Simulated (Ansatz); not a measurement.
# Calculated with Ansatz: Nb, vacancy hop by nudged elastic band

Launch command:

```bash
ansatz run input.yaml --threads 4 --pin off --max-ram 8192MiB --backend cpu --events-out ev --progress --plain --runs-dir out
```

Input:

```yaml
crystal:
  lattice:
    - [-3.275556, 3.275556, 3.275556]
    - [3.275556, -3.275556, 3.275556]
    - [3.275556, 3.275556, -3.275556]
  atoms:
    - { symbol: Nb, position: [-0.00586111, -0.00314313, -0.00308868] }
    - { symbol: Nb, position: [-0.00415681, 0.49727458, -0.0052882] }
    - { symbol: Nb, position: [0.00319097, 0.50480332, 0.50543957] }
    - { symbol: Nb, position: [0.50538057, -0.00065906, -0.00307153] }
    - { symbol: Nb, position: [0.50099924, -0.00031075, 0.49881307] }
    - { symbol: Nb, position: [0.49885414, 0.50383951, 0.00256397] }
    - { symbol: Nb, position: [0.49559635, 0.49414134, 0.49562074] }
kpoints:
  mp_grid: { grid: [3, 3, 3] }
magnetization:
  spin_polarized: false
scf:
  occupations: { method: gaussian, width: 0.1 }
hamiltonian:
  pseudopotentials: { kind: paw }
  xc: pbe
basis:
  ecutwfc: 420
neb:
  images: 3
  relax_end_points: true
  climbing: true
  f_tol: 0.05
  max_iterations: 40
  order_check: false
  final_atoms:
    - { symbol: Nb, position: [0.00488074, 0.01189028, 0.50455805] }
    - { symbol: Nb, position: [-0.00415681, 0.49727458, -0.0052882] }
    - { symbol: Nb, position: [0.00319097, 0.50480332, 0.50543957] }
    - { symbol: Nb, position: [0.50538057, -0.00065906, -0.00307153] }
    - { symbol: Nb, position: [0.50099924, -0.00031075, 0.49881307] }
    - { symbol: Nb, position: [0.49885414, 0.50383951, 0.00256397] }
    - { symbol: Nb, position: [0.49559635, 0.49414134, 0.49562074] }
```

Origin of the cell: a database entry, scaled a little.

The cell is 2×2×2 cells of Nb with one Nb taken out; atom 1 (Nb) hops into the empty site, 2.83 Å away before the end points are relaxed. All atoms were shaken by about 0.02 Å first.

Output (shortened):

```
Warning: neb: disabling space-group detection — the band's intermediate images generally break the endpoint symmetry, so no spatial operation reduces the k-mesh or symmetrises the density, ex […]
Pseudopotentials: kind: paw
Pseudopotential: Nb, paw, valence charge 13, recommended cutoff 420 eV (normal), Nb.paw.azcp
Functional definition: PBE
  exchange = pbe_x(kappa = kappa, mu = beta*pi^2/3)
  correlation = pbe_c(beta = beta)
parallel-image band execution: 3 concurrent image workers
NEB image 0
Crystal: 7 atoms, lattice volume = 140.577 Å³
Basis set: ecut = 420 eV, 2731 PW (Γ), exchange–correlation on 80×80×80 points (8 copies of the dense FFT grid, shifted against one another)
Bands: 55, of which v1, the nominal top of the filled ones, is band 46 counted from 1 (45 counted from 0)
Symmetry: 1 space group operations
[… 3 lines left out …]
Initial density: superposition of atomic densities (neutral atoms: chi_scale 0, normalization atom), corrected by the library's trained network
Functional: x = pbe(κ = 0.804, μ = 0.219515), c = pbe(β = 0.066725)
SCF iter   1: F=—  HF=-31863.302860 eV  Δρ=6.29e-3  dr2=8.63e-2
SCF iter   2: F=—  HF=-31863.291637 eV  Δρ=3.04e-3  dr2=1.68e-2
SCF iter   3: F=—  HF=-31863.289170 eV  Δρ=1.01e-3  dr2=3.11e-3
SCF iter   4: F=—  HF=-31863.288672 eV  Δρ=3.02e-4  dr2=2.77e-4
SCF iter   5: F=—  HF=-31863.288668 eV  Δρ=9.58e-5  dr2=2.62e-5
SCF iter   6: F=—  HF=-31863.288664 eV  Δρ=2.14e-5  dr2=5.99e-7
SCF iter   7: F=-31863.288664 eV  HF=-31863.288664 eV  Δρ=4.76e-6  dr2=4.25e-8
NEB iter   1: max|band force component| = 7.395e-1 eV/Å  barrier→ = 0.6467 eV  barrier← = 0.6468 eV  Δτ_max = 0.1967 Å  (47 SCF iters)
NEB iter   2: max|band force component| = 3.809e-1 eV/Å  barrier→ = 0.3900 eV  barrier← = 0.3900 eV  CI = image 2  Δτ_max = 0.0715 Å  (24 SCF iters)
NEB iter   3: max|band force component| = 7.341e-2 eV/Å  barrier→ = 0.2691 eV  barrier← = 0.2691 eV  CI = image 2  Δτ_max = 0.1969 Å  (21 SCF iters)
NEB iter   4: max|band force component| = 1.174e-1 eV/Å  barrier→ = 0.3068 eV  barrier← = 0.3068 eV  CI = image 2  Δτ_max = 0.0705 Å  (20 SCF iters)
NEB iter   5: max|band force component| = 9.680e-2 eV/Å  barrier→ = 0.2915 eV  barrier← = 0.2915 eV  CI = image 2  Δτ_max = 0.0613 Å  (19 SCF iters)
NEB iter   6: max|band force component| = 3.266e-2 eV/Å  barrier→ = 0.2808 eV  barrier← = 0.2808 eV  CI = image 2  Δτ_max = 0.0000 Å  (18 SCF iters)
--- NEB band (5 images, 6 band iterations, 149 SCF iterations, 46 more in tests of the images' electronic states and relaxations of end points) ---
  forward barrier  = 0.280820 eV
  backward barrier = 0.280834 eV
  lagrangian_above_aufbau_ev (what the smearing adds, to first order; not taken off the barriers): saddle image -0.025762 eV, end points -0.032171 and -0.032172 eV
  climbing image's point = of an order that was not read
  energies are F+E_penalty+E_count in eV, relative to image 0
  image     s (Å)  Δ vs image 0  max|band force component| (eV/Å)
      0    0.0000      0.000000                                 —
      1    0.7966      0.250033                          3.266e-2
  *   2    1.5930      0.280820                          2.428e-2
      3    2.2672      0.165779                          7.299e-3
      4    2.9414     -0.000014                                 —
```

The converged band:

```tsv
image	path over all atoms (Å)	ΔF (eV)	Nb x	y	z (Å)
0	0.00	0.000	0.00	0.00	0.00
1	0.80	0.250	0.44	0.44	-0.44
2	1.59	0.281	0.87	0.87	-0.87
3	2.27	0.166	1.29	1.28	-1.28
4	2.94	0.000	1.64	1.63	-1.63
```

Relaxed start, forces in eV/Å:

```xyz
7
Lattice="-3.276 3.276 3.276 3.276 -3.276 3.276 3.276 3.276 -3.276" Properties=species:S:1:pos:R:3:forces:R:3 pbc="T T T" image=0
Nb   -0.002   -0.004   -0.002   -0.005   -0.003    0.008
Nb    1.634   -1.643    1.637    0.001    0.004    0.002
Nb    3.273   -0.005    0.000    0.000   -0.001   -0.001
Nb   -1.641    1.633    1.637    0.001   -0.003   -0.001
Nb   -0.004    3.271    0.000    0.001   -0.001   -0.004
Nb   -0.004   -0.006    3.275    0.000    0.002   -0.001
Nb    1.634    1.632    1.638    0.002    0.002   -0.003
```

Highest image (2), forces in eV/Å:

```xyz
7
Lattice="-3.276 3.276 3.276 3.276 -3.276 3.276 3.276 3.276 -3.276" Properties=species:S:1:pos:R:3:forces:R:3 pbc="T T T" image=2
Nb    0.869    0.866   -0.866   -0.022   -0.022    0.022
Nb    1.468   -1.532    1.531   -0.003   -0.018    0.019
Nb    3.262   -0.049    0.047    0.023    0.014   -0.013
Nb   -1.529    1.463    1.532   -0.012    0.001    0.013
Nb   -0.046    3.258    0.049    0.020    0.026   -0.021
Nb   -0.045   -0.049    3.292    0.014    0.014   -0.023
Nb    1.748    1.744    1.811   -0.020   -0.016    0.003
```

Relaxed end, forces in eV/Å:

```xyz
7
Lattice="-3.276 3.276 3.276 3.276 -3.276 3.276 3.276 3.276 -3.276" Properties=species:S:1:pos:R:3:forces:R:3 pbc="T T T" image=4
Nb    1.640    1.634   -1.630   -0.001    0.000    0.000
Nb    1.640   -1.641    1.646    0.000    0.001    0.001
Nb    3.278   -0.004    0.008    0.000    0.000    0.000
Nb   -1.636    1.634    1.646    0.001    0.000    0.000
Nb    0.002    3.272    0.008   -0.001    0.000    0.000
Nb    0.002   -0.004    3.284    0.000    0.000    0.000
Nb    1.640    1.634    1.646    0.000    0.000    0.000
```

Barrier of this path: 0.28 eV forwards, 0.28 eV backwards, after 6 band iterations.

Caveats: no moments, though an odd count or open d shells may carry them; the k mesh is coarse if the cell is a metal; a small cell with a neutral vacancy and no spin, whose shape can make like sites unlike; the cell is held at a rescaled volume, and strain moves barriers; the hop was drawn among near neighbours and need not be the easiest path; few images and a loose tolerance, and neither the top nor the ends were tested for their order.

It ran for 85 s on 4 threads of Arm Neoverse V1, on a shared host, peak memory 0.81 GiB, from the program's own first density.
